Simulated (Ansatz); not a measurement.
## A convergence test on SiC (P6_3mc): k mesh of the hybrid

How far can the k mesh of the hybrid be lowered for the gap of SiC (P6_3mc)?

Main program and level: Ansatz 0.2.0; DFT, HSE06, plane waves, PAW; PAW set soft_1.

## Step 1: The starting structure

Symmetry: P6_3mc, No. 186, hexagonal system. The conventional cell has a = 3.074 Å, b = 3.074 Å, c = 5.045 Å, α = 90.00°, β = 90.00°, γ = 120.00°. Nearest to Si lie 4 C at 1.88 to 1.90 Å. Nearest to C lie 4 Si at 1.88 to 1.90 Å. Farther neighbours are not listed.

As a file:

```cif
data_structure
_symmetry_space_group_name_H-M 'P 1'
_symmetry_Int_Tables_number 1
_cell_length_a 3.0735
_cell_length_b 3.0735
_cell_length_c 5.0452
_cell_angle_alpha 90.000
_cell_angle_beta 90.000
_cell_angle_gamma 120.000
_cell_volume 41.27
loop_
_atom_site_label
_atom_site_type_symbol
_atom_site_fract_x
_atom_site_fract_y
_atom_site_fract_z
_atom_site_occupancy
Si1 Si 0.33333 0.66667 0.49960 1
Si2 Si 0.66667 0.33333 0.99960 1
C3 C 0.33333 0.66667 0.87540 1
C4 C 0.66667 0.33333 0.37540 1
```

The cell and positions are those that the Materials Project relaxed with its own functionals (PBE, PBE+U or r2SCAN), kept fixed.

## Step 2: k mesh of the hybrid: 6×6×2

File input.yaml:

```yaml
crystal:
  lattice:
    - [3.0735139282, 0.0, 0.0]
    - [-1.5367569641, 2.6617411407, 0.0]
    - [0.0, 0.0, 5.04524771]
  atoms:
    - { symbol: Si, position: [0.33333333, 0.66666667, 0.4996024] }
    - { symbol: Si, position: [0.66666667, 0.33333333, 0.9996024] }
    - { symbol: C, position: [0.33333333, 0.66666667, 0.8753976] }
    - { symbol: C, position: [0.66666667, 0.33333333, 0.3753976] }
kpoints:
  mp_grid: { grid: [6, 6, 2] }
  band_path:
    path:
      - [0.0, 0.0, 0.0]
      - [0.5, 0.0, 0.0]
      - [0.33333333, 0.33333333, 0.0]
      - [0.0, 0.0, 0.5]
      - [0.5, 0.0, 0.5]
      - [0.33333333, 0.33333333, 0.5]
    npoints: 1
hamiltonian:
  xc: hse06
  pseudopotentials: { kind: paw, azcp: { folder: soft_1 } }
scf:
  occupations: { method: fixed }
  n_extra_bands: 5
output:
  eigenvalues: true
```

On the command line:

```
$ ansatz run input.yaml --threads 3 --pin off --max-ram 92160MiB --backend cuda --events-out ev --progress --plain --runs-dir out --devices 1 --max-vram 13GiB
```

Numbers of over 12 decimals in the logs are rounded to 6 here.

Log:

```text
scf.n_extra_bands = 5 over 8 filled bands (N_el = 16.0): the run solves 13 bands
exact exchange: scf.exx.singularity resolves to wigner_seitz, which cuts the screened interaction at the faces of the exchange supercell's Wigner-Seitz cell, so that each pair interacts once, at the shortest of its separations (the periodic images that this leaves out come, for a point-like exchange hole, to about 0.002 eV on a filled level). The cut falls within the interaction's reach, and what an exchange supercel [...]
GPUs: using 1 of 1 available (devices: 1).
Engine: ansatz 0.2.0, x86_64-unknown-linux-gnu
Pseudopotentials: kind: paw
Pseudopotential: Si, paw, valence charge 4, recommended cutoff 420 eV (normal), soft_1/Si.paw.azcp
Pseudopotential: C, paw, valence charge 4, recommended cutoff 420 eV (normal), soft_1/C.paw.azcp
Functional definition: HSE06
  parameter a = 0.25
  parameter omega = 0.11/bohr
  exchange = pbe_x - a*pbe_x_sr(omega) + a*exact_x_sr(omega)
  correlation = pbe_c
davidson cushion auto → on  (no smearing: the cushion is to keep the highest requested band from converging to the state above it; pin scf.eigensolver.cushion to override)
device memory: the entry about to start is reckoned to put 0.4 GiB on a device that reports 48.4 GiB free (of which the cap on the GPU budget leaves the run 13.0 GiB)
GPU FFT provider: cuFFT
GPU libraries: cuBLAS 13.8.2, cuFFT 12.4.0, cuSOLVER 12.3.4
Crystal: 4 atoms, lattice volume = 41.275 Å³
Basis set: ecut = 420 eV, 785 PW (Γ)
Bands: 13, of which v1, the nominal top of the filled ones, is band 8 counted from 1 (7 counted from 0)
Symmetry: 12 space group operations
Space group: P63mc (ITA 186), of the structure as read, at distance tolerance 3.5e-5 Å
k-points: 14 of 72
Non-local potential: Si, projectors of the file, l = 0: 2, l = 1: 2, l = 2: 1
Non-local potential: C, projectors of the file, l = 0: 2, l = 1: 2, l = 2: 1
PAW form: soft (Blöchl's): semilocal exchange-correlation on the pseudo side does not see the compensation charge
PAW frozen core: Si, regenerated for the run's functional, and the local potential with it (the file was generated under x = pbe(κ = 0.804, μ = 0.219515), c = pbe(β = 0.066725))
PAW frozen core: C, regenerated for the run's functional, and the local potential with it (the file was generated under x = pbe(κ = 0.804, μ = 0.219515), c = pbe(β = 0.066725))
PAW one-centre angular grid: Si, 110 points (default); XC on 64 Gauss nodes
PAW one-centre angular grid: C, 110 points (default); XC on 64 Gauss nodes
Initial density: superposition of atomic densities (chi_scale 0.1, normalization cell, long waves kept (reshape's long-wave potential 0.00 eV rms))
Initial wavefunctions: pseudopotential atomic-orbital guess
GPU buffer pool allocated for 20736 grid points (all kernels)
GPU transforms: local potential and band sums: pruned to the plane-wave sphere, on 24×24×36
Functional: x = pbe(κ = 0.804, μ = 0.219515), c = pbe(β = 0.066725), warm-up for x = pbe(κ = 0.804, μ = 0.219515) + 0.25 (exact − pbe) at short range (hse, ω = 0.207870 Å⁻¹), c = pbe(β = 0.066725); HSE06 as pw.x's `hse` composes it (authors' and Libxc's form: `xc: wpbeh`)
SCF iter   1: F=—  HF=-1777.329838 eV  |F-HF|=—  |Δ(HF+E_count)|=         —  Δρ=1.40e-1  dr2=9.80e0  ethr=1.00e-1  ⟨swp⟩=4.4  Hψ=715  notcnv=0
preconditioner: auto → none  [insulator: Δε(μ)=4.368 eV  Ē_g=13.372 eV  n_scr=2 (ndim 8)  ℏωp=23.1 eV  f_vac=0.000]
iter 2 solved again at ethr=3.63e-3 eV; its pass at ethr=6.13e-2 eV (dr2=5.81e-1 eV) is discarded
SCF iter   2: F=—  HF=-1774.441584 eV  |F-HF|=—  |Δ(HF+E_count)|=    2.89e0  Δρ=4.88e-2  dr2=5.94e-1  ethr=3.63e-3  ⟨swp⟩=3.0  Hψ=930  notcnv=0
SCF iter   3: F=—  HF=-1774.293664 eV  |F-HF|=—  |Δ(HF+E_count)|=   1.48e-1  Δρ=2.01e-2  dr2=8.34e-2  ethr=3.63e-3  ⟨swp⟩=2.0  Hψ=420  notcnv=0
SCF iter   4: F=—  HF=-1774.293728 eV  |F-HF|=—  |Δ(HF+E_count)|=   6.41e-5  Δρ=2.33e-3  dr2=2.75e-3  ethr=5.21e-4  ⟨swp⟩=3.1  Hψ=454  notcnv=0  defer=1
[...]
SCF iter   1: F=—  HF=-1775.572761 eV  |F-HF|=—  |Δ(HF+E_count)|=         —  Δρ=5.64e-3  dr2=7.80e-3  ethr=3.56e-7  ⟨swp⟩=9.4  Hψ=1267  notcnv=0
preconditioner: auto → none  [insulator: Δε(μ)=3.130 eV  Ē_g=14.386 eV  n_scr=2 (ndim 8)  ℏωp=23.1 eV  f_vac=0.000]
SCF iter   2: F=—  HF=-1775.570418 eV  |F-HF|=—  |Δ(HF+E_count)|=   2.34e-3  Δρ=3.29e-3  dr2=4.31e-3  ethr=3.56e-7  ⟨swp⟩=5.1  Hψ=813  notcnv=0
SCF iter   3: F=—  HF=-1775.569102 eV  |F-HF|=—  |Δ(HF+E_count)|=   1.32e-3  Δρ=5.90e-4  dr2=5.25e-4  ethr=3.56e-7  ⟨swp⟩=4.8  Hψ=788  notcnv=0  defer=1
SCF iter   4: F=—  HF=-1775.573814 eV  |F-HF|=—  |Δ(HF+E_count)|=   4.71e-3  Δρ=5.97e-4  dr2=1.56e-4  ethr=3.56e-7  ⟨swp⟩=5.0  Hψ=808  notcnv=0  defer=1
SCF iter   5: F=—  HF=-1775.573760 eV  |F-HF|=—  |Δ(HF+E_count)|=   5.39e-5  Δρ=7.06e-5  dr2=7.01e-6  ethr=3.56e-7  ⟨swp⟩=3.0  Hψ=526  notcnv=0
SCF iter   6: F=-1775.573812 eV  HF=-1775.573813 eV  |F-HF|=3.66e-7  |Δ(HF+E_count)|=   5.27e-5  Δρ=6.78e-5  dr2=1.04e-6  ethr=1.46e-8  ⟨swp⟩=4.5  Hψ=771  notcnv=0
SCF 2 stopped early in 6 iterations: F = -1775.573812 eV  dr2 = 1.04e-6
  greatest PAW one-centre occupation: 0.648 electrons in one spin orbital (limit 2), on the C atom at site 3 (counted from 0), in its partial waves of l = 0
hybrid outer 1: dexx = +5.193e-3 eV, tail = 6.55e-6 eV
GPU FFT provider: cuFFT
GPU libraries: cuBLAS 13.8.2, cuFFT 12.4.0, cuSOLVER 12.3.4
GPU buffer pool allocated for 20736 grid points (all kernels)
GPU transforms: local potential and band sums: pruned to the plane-wave sphere, on 24×24×36
Exchange kernel: α = 0.2500, screened, ω = 0.2079 Å⁻¹, Wigner–Seitz truncation, v(0) = 993.9480 eV·Å³, q-mesh 6×6×2, nearest image of the exchange supercell L = 10.09 Å, pair-density grid 15×15×24, without the augmentation charges, whose exchange is taken in its separable form by FFT convolution over the k-point mesh (sized by the pseudopotential files, 18×18×36 at the most), smooth part of the exact exchange by density-matrix convolution in up to 1.02 GiB of GPU memory as planned if the GPU has room (build and FFT work areas not counted)
Frozen-core exchange: fock
SCF iter   1: F=—  HF=-1775.573774 eV  |F-HF|=—  |Δ(HF+E_count)|=         —  Δρ=3.35e-5  dr2=4.42e-7  ethr=2.05e-7  ⟨swp⟩=2.7  Hψ=440  notcnv=0
preconditioner: auto → none  [insulator: Δε(μ)=3.163 eV  Ē_g=14.393 eV  n_scr=2 (ndim 8)  ℏωp=23.1 eV  f_vac=0.000]
iter 2 solved again at ethr=4.22e-11 eV; its pass at ethr=2.49e-9 eV (dr2=6.74e-9 eV) is discarded
SCF iter   2: F=-1775.573774 eV  HF=-1775.573774 eV  |F-HF|=2.03e-9  |Δ(HF+E_count)|=   4.59e-8  Δρ=7.87e-6  dr2=1.13e-8  ethr=4.22e-11  ⟨swp⟩=2.8  Hψ=1093  notcnv=0
SCF 3 converged in 2 iterations: F = -1775.573774 eV  dr2 = 1.13e-8
hybrid outer 2: dexx = +5.497e-8 eV, tail = 2.64e-8 eV, Δε = 9.63e-4 eV (about 7.96e-5 eV left of the loop's levels)
device memory: the entry about to start is reckoned to put 0.3 GiB on a device that reports 53.3 GiB free (of which the cap on the GPU budget leaves the run 13.0 GiB)
NSCF: frozen V_eff on 6 k-points
hybrid SCF converged: 2 outer / 8 inner (+5 warm-up), last move |dexx| = 5.50e-8 eV, tail = 2.64e-8 eV
Stability not checked: this state was not tested for a lower state beside it, because the functional holds exact exchange (a hybrid, or Hartree-Fock), whose exchange loop this test does not read (fock_operator; see scf.lower_state_search)
Free energy (F): -1775.573774 eV
Frozen-core exchange: fock
Harris-Foulkes:  -1775.573774 eV  (|F-HF|=2.03e-9)
Internal energy: -1775.573774 eV  (E = F + TS)
E sigma→0 (E₀):  -1775.573774 eV
Fermi energy:    9.076091 eV
--- Per-component energies (eV) ---
  E_band       = 38.754674
  E_kinetic    = 267.359061
  E_local      = -190.767704  (includes V_loc(G=0)·N_el)
  E_nonlocal   = 88.215140
  E_hartree    = 64.735243
  E_xc         = -171.931401
  E_vxc        = -175.961458  (∫ρ·V_xc dr)
  E_exx        = -30.445493  (= α·E_x^exact, valence–valence)
  E_paw        = -1233.340403  (= ΣΔE_a)
  E_vpaw       = -18.670400  (= ΣTr[D̂ρ^β])
  E_aug_tail   = 0.000106  (compensation charges beyond the density's cutoff)
  E_ewald      = -569.245654
  E_core_change = -0.152669  (= ΣΔE_core)
  E_smearing   = -0.000000  (= −TS)
  E_closure    = -0.000000  (closes the sum)
  Σ components = -1775.573774   (vs F -1775.573774, Δ=0.00e0)
--- Band table (eV; the first three rows and the last of 14) ---
  k-point 0: bands = [... 4 lower, 7.6177, 8.9588, 9.0761, 9.0761, 15.0580, 16.5542, 16.9866, 16.9866, ... 1 higher]
  k-point 1: bands = [... 4 lower, 8.2864, 8.2864, 8.2864, 8.2864, 16.2045, 16.2045, 17.7075, 17.7075, ... 1 higher]
  k-point 2: bands = [... 4 lower, 6.8697, 7.3534, 8.5706, 8.7554, 15.0714, 17.1371, 17.4696, 17.7287, ... 1 higher]
  k-point 13: bands = [... 4 lower, 2.9280, 2.9280, 7.1635, 7.1635, 15.2819, 15.2819, 16.2560, 16.2560, ... 1 higher]
```

Elapsed: 15 s, on 1 × NVIDIA H100 80GB HBM3 (shared by 6 runs) with 3 threads of AMD EPYC 7R13 (Zen 3), shared host; peak memory 1.1 GiB.

Numbers from this step:

- gap: 3.163 eV
- valence top at: Γ
- conduction bottom at: K
- least direct gap: 5.072 eV
- exact-exchange fraction: 0.25

The gap is indirect, with the least direct gap 1.91 eV higher.

## Step 3: k mesh of the hybrid: 9×9×4

input.yaml: that of step 2 with these lines changed.

```diff
@@ -11,3 +11,3 @@
 kpoints:
-  mp_grid: { grid: [6, 6, 2] }
+  mp_grid: { grid: [9, 9, 4] }
   band_path:
```

Log:

```text
[...]
GPUs: using 1 of 1 available (devices: 1).
[...]
GPU FFT provider: cuFFT
GPU libraries: cuBLAS 13.8.2, cuFFT 12.4.0, cuSOLVER 12.3.4
Crystal: 4 atoms, lattice volume = 41.275 Å³
Basis set: ecut = 420 eV, 785 PW (Γ)
Bands: 13, of which v1, the nominal top of the filled ones, is band 8 counted from 1 (7 counted from 0)
[... 1 set-up line as in the run before ...]
[...]
k-points: 36 of 324 (time reversal used)
[...]
Fermi energy:    9.075398 eV
[...]
--- Band table (eV; the first three rows and the last of 36) ---
  k-point 0: bands = [... 4 lower, 7.6179, 8.9556, 9.0754, 9.0754, 15.0532, 16.5508, 16.9854, 16.9854, ... 1 higher]
  k-point 1: bands = [... 4 lower, 7.8030, 7.8030, 8.8288, 8.8288, 15.3500, 17.1091, 17.1091, 17.3809, ... 1 higher]
  k-point 2: bands = [... 4 lower, 8.2854, 8.2854, 8.2854, 8.2854, 16.2025, 16.2025, 17.7059, 17.7059, ... 1 higher]
  k-point 35: bands = [... 4 lower, 2.9238, 2.9238, 7.1662, 7.1662, 15.2798, 15.2798, 16.2560, 16.2560, ... 1 higher]
[key lines of the parts left out:]
Free energy (F): -1775.577590 eV
```

Run time: 24 s. Hardware: 1 × NVIDIA H100 80GB HBM3 (shared by 6 runs) with 3 threads; peak memory 1.4 GiB.

Numbers from this step:

```yaml
gap: 3.158 eV
valence_top_at: Γ
conduction_bottom_at: K
least_direct_gap: 5.065 eV
```

The gap is 3.158 eV, −0.005 eV from the run before at this level.

## Step 4: The series

Differences are against the last row; a negative gap means that bands overlap, and a run with a band path holds that path's time. Times are wall times on 1 × NVIDIA H100 80GB HBM3 (shared by 6 runs) with 3 threads of AMD EPYC 7R13 (Zen 3), shared host, good to a factor of about two.

| k mesh of the hybrid | gap (eV) | direct gap (eV) | gap error (eV) | energy error (meV/atom) | irreducible k | time |
| --- | --- | --- | --- | --- | --- | --- |
| 6×6×2 | 3.163 | 5.072 | +0.005 | +1.0 | 14 | 15 s |
| 9×9×4 | 3.158 | 5.065 | +0.000 | +0.0 | 36 | 24 s |

## Step 5: Summary of results

```yaml
6x6x2: 3.163 eV
9x9x4: 3.158 eV
```

What this shows: The gap holds to 0.02 eV from 6×6×2 on, the cheapest setting tried. At 6×6×2 the gap is off by +0.005 eV and the energy by +1 meV/atom. The gap is read over the mesh and added points near the edges, so meshes differ mainly through the density and, for a hybrid, the exchange operator.

[Paths, hosts, dates, memory and timing lines, banners, echoed tables and standing remarks are left out of the program output.]

[Logs are printed without paths, hosts, clocks, repeated set-up lines and the standing remarks that a program may print on its own settings, such as how far it seeks lower states.]

[Runs of the session that timed out or met a known fault of the program may be left out.]

[Cells called generated may have been cut or substituted from an entry of the Crystallography Open Database or the Materials Project.]

[Hosts, paths, dates, database ids (printed as entryN), source tags and the programs' standing remarks are cut or masked in the printed files.]
